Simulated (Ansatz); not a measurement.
# TiSe (P6_3/mmc) in Ansatz: further runs

One crystal, TiSe, is run at these levels: r2SCAN; tasks: single point, equation of state.

Everything below comes from runs of Ansatz 0.2.0. Logs are shortened: lines on timing, memory, paths and dates and some standing lists are left out, and cuts for length are marked.

### Step 1. The crystal as given

It takes space group P6_3/mmc (No. 194, hexagonal). The conventional cell has a = 3.559 Å, b = 3.559 Å, c = 6.220 Å, α = 90.00°, β = 90.00°, γ = 120.00°. Se (site symmetry -6m2) is surrounded by 6 Ti at 2.58 Å. Around Ti (site symmetry -3m) lie 6 Se at 2.58 Å.

### Step 2. Single point, r2SCAN, 16.03 Å³/atom (volume scaled by 0.94)

The input, input.yaml:

```yaml
crystal:
  lattice:
    - [3.4863469609, 0.0, 0.0]
    - [-1.7431734805, 3.0192650346, 0.0]
    - [0.0, 0.0, 6.0930255962]
  atoms:
    - { symbol: Se, position: [0.6666666667, 0.3333333333, 0.75] }
    - { symbol: Se, position: [0.3333333333, 0.6666666667, 0.25] }
    - { symbol: Ti, position: [0.0, 0.0, 0.5] }
    - { symbol: Ti, position: [0.0, 0.0, 0.0] }
hamiltonian:
  xc: r2scan
  pseudopotentials: { kind: paw }
kpoints:
  mp_grid: { grid: [9, 9, 5] }
scf:
  occupations: { method: fermi_dirac, width: 0.05 }
output:
  forces: true
  stress: true
  eigenvalues: true
  write_density: true
  write_potential: true
  elf: true
  volumetric_format: npy
```

Potentials or basis: Ansatz PAW.

The run is started by

```
$ ansatz run input.yaml --threads 2 --pin off --max-ram 5632MiB --backend cpu --events-out ev --progress --plain --runs-dir out
```

Output:

```text
Warning: RAYON_NUM_THREADS=2 ignored (pool sized by the plan → 2); use --threads N
Engine: ansatz 0.2.0, x86_64-unknown-linux-gnu
Pseudopotentials: kind: paw
Pseudopotential: Se, paw, valence charge 16, recommended cutoff 500 eV (meta_gga), Se.paw.azcp
Pseudopotential: Ti, paw, valence charge 12, recommended cutoff 500 eV (meta_gga), Ti.paw.azcp
Functional definition: r2SCAN
  parameter k0 = 0.174
  parameter k1 = 0.065
  parameter a1 = 4.9479
  exchange = r2scan_x(k0 = k0, k1 = k1, a1 = a1)
  correlation = r2scan_c
Crystal: 4 atoms, lattice volume = 64.136 Å³
Basis set: ecut = 500 eV, 1631 PW (Γ), exchange–correlation on 108×108×180 points (64 copies of the dense FFT grid, shifted against one another)
Bands: 34, of which v1, the nominal top of the filled ones, is band 28 counted from 1 (27 counted from 0)
Symmetry: 24 space group operations
Space group: P63/mmc (ITA 194), of the structure as read, at distance tolerance 4.0e-5 Å
k-points: 36 of 405
Non-local potential: Se, projectors of the file, l = 0: 2, l = 1: 2, l = 2: 3, l = 3: 1
Non-local potential: Ti, projectors of the file, l = 0: 3, l = 1: 2, l = 2: 3, l = 3: 1
PAW form: soft (Blöchl's): semilocal exchange-correlation on the pseudo side does not see the compensation charge
PAW frozen core: Se, regenerated for the run's functional (the file was generated under x = pbe(κ = 0.804, μ = 0.2195149727645171), c = pbe(β = 0.06672455060314922))
PAW frozen core: Ti, regenerated for the run's functional (the file was generated under x = pbe(κ = 0.804, μ = 0.2195149727645171), c = pbe(β = 0.06672455060314922))
PAW one-centre angular grid: Se, 590 points (default); XC on 160 Gauss nodes
PAW one-centre angular grid: Ti, 590 points (default); XC on 160 Gauss nodes
Initial density: superposition of atomic densities (neutral atoms: chi_scale 0, normalization atom), corrected by the library's trained network
Initial wavefunctions: pseudopotential atomic-orbital guess
Functional: x = r2scan, c = r2scan; τ floored in thin density (d = 2e-4 eV/Å³)
SCF iter   1: F=—  HF=-15969.381635 eV  |F-HF|=—  |Δ(HF+E_count)|=         —  Δρ=1.39e-2  dr2=1.52e-1  dr2_τ=4.38e-2  ethr=1.77e-3  ⟨swp⟩=5.6  Hψ=4727  notcnv=0
preconditioner: auto → Kerker (q_TF=auto, 2.667 Å⁻¹)  [metal: Δε(μ)=0.008 eV  Ē_g=8.257 eV  σ=0.050 eV  W_gap=0.04  n_scr=22 (ndim 8)  ℏωp=20.7 eV  f_vac=0.000  D(μ)=3.37/eV (n_scr^D=34)]
SCF iter   2: F=—  HF=-15969.511819 eV  |F-HF|=—  |Δ(HF+E_count)|=   1.30e-1  Δρ=4.15e-3  dr2=1.16e-2  dr2_τ=1.84e-3  ethr=2.71e-4  ⟨swp⟩=2.6  Hψ=2335  notcnv=0  defer=2
SCF iter   3: F=—  HF=-15969.512698 eV  |F-HF|=—  |Δ(HF+E_count)|=   8.79e-4  Δρ=2.32e-3  dr2=2.92e-3  dr2_τ=2.32e-4  ethr=2.07e-5  ⟨swp⟩=2.0  Hψ=1638  notcnv=0  defer=2
SCF iter   4: F=—  HF=-15969.513877 eV  |F-HF|=—  |Δ(HF+E_count)|=   1.18e-3  Δρ=4.76e-4  dr2=1.05e-4  dr2_τ=6.48e-6  ethr=5.21e-6  ⟨swp⟩=2.0  Hψ=1796  notcnv=0  defer=2
SCF iter   5: F=—  HF=-15969.513878 eV  |F-HF|=—  |Δ(HF+E_count)|=   8.86e-7  Δρ=2.15e-4  dr2=3.05e-5  dr2_τ=9.11e-7  ethr=1.88e-7  ⟨swp⟩=2.0  Hψ=2109  notcnv=0  defer=2
SCF iter   6: F=—  HF=-15969.513901 eV  |F-HF|=—  |Δ(HF+E_count)|=   2.31e-5  Δρ=7.13e-5  dr2=1.87e-6  dr2_τ=1.67e-7  ethr=5.44e-8  ⟨swp⟩=2.0  Hψ=1586  notcnv=0  defer=2
SCF iter   7: F=—  HF=-15969.513904 eV  |F-HF|=—  |Δ(HF+E_count)|=   2.68e-6  Δρ=1.84e-5  dr2=2.52e-7  dr2_τ=3.53e-9  ethr=3.34e-9  ⟨swp⟩=2.0  Hψ=1809  notcnv=0  defer=2
SCF iter   8: F=-15969.513904 eV  HF=-15969.513904 eV  |F-HF|=6.13e-9  |Δ(HF+E_count)|=   2.89e-7  Δρ=5.32e-6  dr2=2.22e-8  dr2_τ=6.25e-10  ethr=1.79e-10  ⟨swp⟩=8.2  Hψ=7101  notcnv=0
SCF 1 converged in 8 iterations: F = -15969.513904 eV  dr2 = 2.22e-8
  Residual-converged pass: ⟨swp⟩=1.0  Hψ=1368  notcnv=0  max |occ|·‖R‖ = 7.1e-9 eV (tolerance 1.0e-8 eV)  dr2=2.22e-8  dr2_τ=6.25e-10  dr2_onsite=1.69e-9  max |Δocc| = 5.3e-11
SCF converged after 8 iterations
Free energy (F): -15969.513904 eV
Harris-Foulkes:  -15969.513904 eV  (|F-HF|=6.13e-9)
Internal energy: -15969.483756 eV  (E = F + TS)
E sigma→0 (E₀):  -15969.498830 eV
Entropy (-TS):   -0.030148 eV (-7.537 meV/atom)
Fermi energy:    15.939089 eV
--- Per-component energies (eV) ---
  E_band       = -898.800821
  E_kinetic    = 799.435917
  E_local      = -5523.394304  (includes V_loc(G=0)·N_el)
  E_nonlocal   = -1172.363769
  E_hartree    = 2702.843894
  E_xc         = -389.466790
  E_vxc        = -486.593397  (∫ρ·V_xc dr)
  E_paw        = -5966.210295  (= ΣΔE_a)
  E_vpaw       = 49.845176  (= ΣTr[D̂ρ^β])
  E_aug_tail   = -0.000243  (compensation charges beyond the density's cutoff)
  E_vtau       = 28.584554  (kinetic-family band-sum trace: ∫τ·v_τ [+ j·A + Jᵃ·Aᵃ] dr)
  E_ewald      = -6416.291710
  E_core_change = -4.036455  (= ΣΔE_core)
  E_smearing   = -0.030148  (= −TS)
  E_closure    = -0.000000  (closes the sum)
  Σ components = -15969.513904   (vs F -15969.513904, Δ=0.00e0)
--- Forces (eV/Å), atoms counted from 1 ---
  atom   1  Se    -0.00000000     0.00000000     0.00000000
  atom   2  Se     0.00000000    -0.00000000     0.00000000
  atom   3  Ti     0.00000000     0.00000000     0.00000000
  atom   4  Ti     0.00000000     0.00000000     0.00000000
  max |Σ_I F_I| component: 6.94e-18 eV/Å
--- Stress (GPa, compression-positive) ---
        9.120054       0.000000       0.000000
        0.000000       9.120054       0.000000
        0.000000       0.000000      21.255632
  P = ⅓ Tr σ = 13.1652 GPa (131.652 kbar)
--- Band table (eV; the first three rows and the last of 36) ---
  k-point 0: bands = ["-43.8357", "-43.8077", "-34.0525", "-34.0525", "-34.0519", "-34.0519", "-34.0426", "-34.0419", "-34.0389", "-34.0389", "-34.0385", "-34.0385", "-19.2381", "-19.0955", "-19.0955", "-19.0631", "-19.0631", "-18.9327", "-1.1221", "0.5468", "7.4942", "11.1909", "11.1909", "13.2995", "13.7716", "14.0192", "14.0192", "15.3860", "15.3860", "15.4599", "15.4599", "17.2654", "17.2654", "18.5868"]
  k-point 1: bands = ["-43.8330", "-43.8104", "-34.0524", "-34.0524", "-34.0519", "-34.0519", "-34.0425", "-34.0420", "-34.0389", "-34.0389", "-34.0385", "-34.0385", "-19.2095", "-19.0924", "-19.0924", "-19.0662", "-19.0662", "-18.9625", "-0.9959", "0.3366", "7.9210", "11.3396", "11.3396", "12.1241", "13.3726", "13.3726", "14.6132", "15.4996", "15.4996", "16.0798", "16.0798", "17.2425", "17.2425", "17.8154"]
  k-point 2: bands = ["-43.8260", "-43.8174", "-34.0523", "-34.0523", "-34.0521", "-34.0521", "-34.0424", "-34.0422", "-34.0388", "-34.0388", "-34.0386", "-34.0386", "-19.1342", "-19.0843", "-19.0843", "-19.0743", "-19.0743", "-19.0399", "-0.6422", "-0.1431", "9.0365", "10.5368", "11.7782", "11.7782", "12.4805", "12.4805", "15.5724", "15.8127", "15.8127", "16.2014", "16.2014", "16.6579", "17.9756", "17.9756"]
  k-point 35: bands = ["-43.8147", "-43.8065", "-34.0531", "-34.0531", "-34.0520", "-34.0517", "-34.0407", "-34.0407", "-34.0370", "-34.0368", "-34.0368", "-34.0366", "-19.1725", "-19.1725", "-19.1565", "-19.1565", "-19.0941", "-19.0086", "0.8596", "0.8596", "8.9532", "8.9532", "9.3476", "10.0105", "10.6536", "10.6536", "15.6327", "15.6327", "16.5977", "17.0885", "17.4357", "17.4357", "17.8909", "17.8909"]
```

v_z.tsv:

```text
# z_ang	v_es[eV]	v_tot[eV]
# format = ansatz-planar-average/11
# xc	r2scan
# density_cutoff_ev	2000
# datasets	Se=:simpson_from_first_knot:soft:shift=0	Ti=:simpson_from_first_knot:soft:shift=0
# lattice	3.486346961	0.000000000	0.000000000
# lattice	-1.743173480	3.019265035	0.000000000
# lattice	0.000000000	0.000000000	6.093025596
# sites	4
# site	34	1.743173480	1.006421678	4.569769197
# site	34	-0.000000000	2.012843356	1.523256399
# site	22	0.000000000	0.000000000	3.046512798
# site	22	0.000000000	0.000000000	0.000000000
0.000000	6.268254e0	-5.752674e0
0.135401	6.438475e0	-5.588603e0
0.270801	6.923950e0	-5.119553e0
0.406202	7.661908e0	-4.364772e0
0.541602	8.422346e0	-3.395701e0
0.677003	8.885452e0	-2.754713e0
[... 37 lines left out ...]
5.822224	6.923950e0	-5.119553e0
5.957625	6.438475e0	-5.588603e0
```

It took 12 s on 2 threads of Intel Xeon at 2.50GHz (Skylake/Cascade Lake), shared host; peak memory 0.58 GiB.

Results:

```
Free energy            : -15969.5139 eV
Pressure               : 13.2 GPa
Band gap on the k mesh : none (metal or under the smearing width)
```

Caveat: the PAW data sets come from PBE, with cores solved anew for the run's functional, which leaves a small shift of forces and pressure.

### Step 3. Single point, r2SCAN, 16.38 Å³/atom (volume scaled by 0.96)

input.yaml, as its differences from that of step 2:

```diff
@@ -2,5 +2,5 @@
   lattice:
-    - [3.4863469609, 0.0, 0.0]
-    - [-1.7431734805, 3.0192650346, 0.0]
-    - [0.0, 0.0, 6.0930255962]
+    - [3.510899509, 0.0, 0.0]
+    - [-1.7554497545, 3.040528165, 0.0]
+    - [0.0, 0.0, 6.1359356409]
   atoms:
```

Potentials or basis: Ansatz PAW.

The run is started by

```
$ ansatz run input.yaml --threads 2 --pin off --max-ram 5632MiB --backend cpu --events-out ev --progress --plain --runs-dir out
```

Wall time 12 s (2 threads of Intel Xeon at 2.50GHz (Skylake/Cascade Lake), shared host); peak memory 0.58 GiB.

The run converged. Its results:

```yaml
Free_energy: -15969.6110 eV
Pressure: 9.7 GPa
Band_gap_on_the_k_mesh: none (metal or under the smearing width)
```

Caveat: the PAW data sets come from PBE, with cores solved anew for the run's functional, which leaves a small shift of forces and pressure.

### Step 4. Single point, r2SCAN, 16.72 Å³/atom (volume scaled by 0.98)

input.yaml, as its differences from that of step 3:

```diff
@@ -2,5 +2,5 @@
   lattice:
-    - [3.510899509, 0.0, 0.0]
-    - [-1.7554497545, 3.040528165, 0.0]
-    - [0.0, 0.0, 6.1359356409]
+    - [3.5351133742, 0.0, 0.0]
+    - [-1.7675566871, 3.0614979874, 0.0]
+    - [0.0, 0.0, 6.1782537757]
   atoms:
@@ -21,5 +21 @@
   eigenvalues: true
-  write_density: true
-  write_potential: true
-  elf: true
-  volumetric_format: npy
```

The run is started by

```
$ ansatz run input.yaml --threads 2 --pin off --max-ram 5632MiB --backend cpu --events-out ev --progress --plain --runs-dir out
```

It took 8.8 s on 2 threads of Intel Xeon at 2.50GHz (Skylake/Cascade Lake), shared host; peak memory 0.58 GiB.

The run converged. Its results:

- Free energy: -15969.6801 eV
- Pressure: 6.6 GPa
- Band gap on the k mesh: none (metal or under the smearing width)

Caveat: the PAW data sets come from PBE, with cores solved anew for the run's functional, which leaves a small shift of forces and pressure.

### Step 5. Single point, r2SCAN, 17.06 Å³/atom

input.yaml, as its differences from that of step 4:

```diff
@@ -2,5 +2,5 @@
   lattice:
-    - [3.5351133742, 0.0, 0.0]
-    - [-1.7675566871, 3.0614979874, 0.0]
-    - [0.0, 0.0, 6.1782537757]
+    - [3.559, 0.0, 0.0]
+    - [-1.7795, 3.0821844121, 0.0]
+    - [0.0, 0.0, 6.22]
   atoms:
```

The run is started by

```
$ ansatz run input.yaml --threads 2 --pin off --max-ram 5632MiB --backend cpu --events-out ev --progress --plain --runs-dir out
```

It took 9.8 s on 2 threads of Intel Xeon at 2.50GHz (Skylake/Cascade Lake), shared host; peak memory 0.58 GiB.

It converged, with:

```yaml
Free_energy: -15969.7240 eV
Pressure: 3.8 GPa
Band_gap_on_the_k_mesh: none (metal or under the smearing width)
```

Caveat: the PAW data sets come from PBE, with cores solved anew for the run's functional, which leaves a small shift of forces and pressure.

### Step 6. Single point, r2SCAN, 17.40 Å³/atom (volume scaled by 1.02)

input.yaml, as its differences from that of step 5:

```diff
@@ -2,5 +2,5 @@
   lattice:
-    - [3.559, 0.0, 0.0]
-    - [-1.7795, 3.0821844121, 0.0]
-    - [0.0, 0.0, 6.22]
+    - [3.5825702233, 0.0, 0.0]
+    - [-1.7912851117, 3.1025968243, 0.0]
+    - [0.0, 0.0, 6.2611932535]
   atoms:
```

Potentials or basis: Ansatz PAW.

The run is started by

```
$ ansatz run input.yaml --threads 2 --pin off --max-ram 5632MiB --backend cpu --events-out ev --progress --plain --runs-dir out
```

Wall time 10 s (2 threads of Intel Xeon at 2.50GHz (Skylake/Cascade Lake), shared host); peak memory 0.58 GiB.

The run converged. Its results:

```
Free energy            : -15969.7452 eV
Pressure               : 1.3 GPa
Band gap on the k mesh : none (metal or under the smearing width)
```

Caveat: the PAW data sets come from PBE, with cores solved anew for the run's functional, which leaves a small shift of forces and pressure.

### Step 7. Single point, r2SCAN, 17.74 Å³/atom (volume scaled by 1.04)

input.yaml, as its differences from that of step 6:

```diff
@@ -2,5 +2,5 @@
   lattice:
-    - [3.5825702233, 0.0, 0.0]
-    - [-1.7912851117, 3.1025968243, 0.0]
-    - [0.0, 0.0, 6.2611932535]
+    - [3.6058343182, 0.0, 0.0]
+    - [-1.8029171591, 3.1227441214, 0.0]
+    - [0.0, 0.0, 6.3018514918]
   atoms:
```

The run is started by

```
$ ansatz run input.yaml --threads 2 --pin off --max-ram 5632MiB --backend cpu --events-out ev --progress --plain --runs-dir out
```

Run time: 9.7 s. Hardware: 2 threads of Intel Xeon at 2.50GHz (Skylake/Cascade Lake), shared host; peak memory 0.59 GiB.

Results (log left out):

```
Free energy            : -15969.7460 eV
Pressure               : -1.0 GPa
Band gap on the k mesh : none (metal or under the smearing width)
```

Caveat: the PAW data sets come from PBE, with cores solved anew for the run's functional, which leaves a small shift of forces and pressure.

### Step 8. Single point, r2SCAN, 18.08 Å³/atom (volume scaled by 1.06)

input.yaml, as its differences from that of step 7:

```diff
@@ -2,5 +2,5 @@
   lattice:
-    - [3.6058343182, 0.0, 0.0]
-    - [-1.8029171591, 3.1227441214, 0.0]
-    - [0.0, 0.0, 6.3018514918]
+    - [3.628802035, 0.0, 0.0]
+    - [-1.8144010175, 3.1426347476, 0.0]
+    - [0.0, 0.0, 6.3419917555]
   atoms:
```

The run is started by

```
$ ansatz run input.yaml --threads 2 --pin off --max-ram 5632MiB --backend cpu --events-out ev --progress --plain --runs-dir out
```

Run time: 9.3 s. Hardware: 2 threads of Intel Xeon at 2.50GHz (Skylake/Cascade Lake), shared host; peak memory 0.59 GiB.

Results (log left out):

| Item | Value |
| --- | --- |
| Free energy | -15969.7285 eV |
| Pressure | -3.1 GPa |
| Band gap on the k mesh | none (metal or under the smearing width) |

Caveat: the PAW data sets come from PBE, with cores solved anew for the run's functional, which leaves a small shift of forces and pressure.

### Step 9. Equation of state, r2SCAN

Potentials or basis: Ansatz PAW.

No new run: the results of the series are fitted here.

Results:

* Equilibrium volume: 17.58 Å³/atom
* Bulk modulus at fixed shape and positions: 116 GPa
* Pressure derivative of the bulk modulus: 4.4

Energy against volume, from the lowest point:
```
volume (Å³/atom)  energy (meV/atom)
          16.034              58.03
          16.375              33.75
          16.716              16.48
          17.058               5.51
          17.399               0.21
          17.740               0.00
          18.081               4.38
```

Caveat: the cell was scaled at fixed shape and fractional positions, which overstates the stiffness of a crystal with free parameters, most of all of layers and chains; the PAW data sets were made with another functional, which shifts forces and pressure a little.
